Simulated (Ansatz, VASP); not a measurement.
## Two plane-wave programs on Gd

INCAR

```
ALGO = Normal
EDIFF = 1E-7
ENCUT = 520
GGA = PE
ISIF = 2
ISMEAR = -1
ISPIN = 2
LASPH = T
LCHARG = F
LMAXMIX = 6
LORBIT = 11
LREAL = F
LWAVE = F
MAGMOM = 7
NBANDS = 19
NELM = 100
PREC = Accurate
SIGMA = 0.05
```

The input KPOINTS:

```
k-points
0
Gamma
  9 9 9
```

POSCAR

```
Gd
1.0
    0.0000000000      2.5330324558      2.5330324558
    2.5330324558      0.0000000000      2.5330324558
    2.5330324558      2.5330324558      0.0000000000
Gd
1
Direct
    0.0000000000      0.0000000000      0.0000000000
```

input.yaml

```yaml
crystal:
  lattice:
    - [0.0, 2.5330324558, 2.5330324558]
    - [2.5330324558, 0.0, 2.5330324558]
    - [2.5330324558, 2.5330324558, 0.0]
  atoms:
    - { symbol: Gd, position: [0.0, 0.0, 0.0], spin: 7.0 }
hamiltonian:
  xc: pbe
  pseudopotentials: { kind: paw }
magnetization:
  spin_polarized: true
kpoints:
  mp_grid: { grid: [9, 9, 9] }
scf:
  occupations: { method: fermi_dirac, width: 0.05 }
output:
  forces: true
  stress: true
  eigenvalues: true
  write_density: true
  write_potential: true
  elf: true
  volumetric_format: npy
```

Change from the starting cell: volume scaled by 0.94.

Alike in both runs: task single point; functional PBE; k mesh 9 × 9 × 9; occupations fermi-dirac, width 0.05 eV; collinear spin, ferromagnetic start.

|  | VASP | Ansatz |
| --- | --- | --- |
| version | VASP 6.6.1 | Ansatz 0.2.0 |
| potentials or method | VASP PAW PBE potentials, release 64 (Gd) | Ansatz PAW |
| plane-wave cutoff (eV) | 520 | 420 |
| valence electrons in the cell | 18 | 18 |

```csv
,VASP,Ansatz,Ansatz less VASP
gap on the k mesh at the Fermi level (eV),none,none,-
pressure (GPa),0.5,0.5,+0.02
net moment per atom (μB),7.53,7.53,-0.001
size of the moment on the site where the two differ most (μB),6.96,7.29,+0.332
```

Site moments also hang on the region over which each program counts them. A gap of «none» marks a metal or a gap that the smearing closes.

Caveats: spin-orbit coupling is left out, which moves the levels of the heavy elements. The state reached can hang on the start; a lower one may exist.
